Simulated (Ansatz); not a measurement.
**TiAl: changes ranked by their effect on the pressure**

```yaml
crystal:
  lattice:
    - [2.83730, 0.00000, 0.00000]
    - [0.00000, 2.83730, 0.00000]
    - [0.00000, 0.00000, 4.05910]
  atoms:
    - { symbol: Ti, position: [0.00000, 0.00000, 0.00000] }
    - { symbol: Al, position: [0.50000, 0.50000, 0.50000] }
```

Atom numbers follow the list: Ti1, Al2.

The conventional cell has a = 2.837 Å, b = 2.837 Å, c = 4.059 Å, α = 90.00°, β = 90.00°, γ = 90.00°. Ti (atom 1) is surrounded by 4 Ti at 2.84 Å and 8 Al at 2.85 Å. Al (atom 2) has 4 Al at 2.84 Å and 8 Ti at 2.85 Å as nearest neighbours.

The cell is COD entry 1532769, as deposited and not checked against the literature; nothing was relaxed.

Spin polarisation is left out, and whether a magnetic state lies lower isn't shown here.

Level of theory: Ansatz 0.2.0, DFT, PBE, all-electron LAPW, scalar-relativistic.

Numerical set-up: a Γ-centred 12×12×8 k mesh, Fermi–Dirac smearing of 0.05 eV, basis error target 1 meV/atom, no spin polarisation.

In this reference run the pressure is -0.8 GPa (positive in compression). Each change below is made alone, on the same k mesh, with fractional coordinates held unless an atom is moved; x, y and z are the Cartesian axes.

**Question.** One change shifts the pressure by +0.4 GPa. Which?
A. volume scaled by 0.98
B. xy engineering shear strain of -1.5 %
C. atom 1 (Ti) moved by (0.1200, 0.0000, 0.0000) Å
D. volume scaled by 1.02

**Answer.** C. The others give: volume scaled by 0.98, +2.3 GPa; volume scaled by 1.02, -2.1 GPa; xy engineering shear strain of -1.5 %, 0.0 GPa.
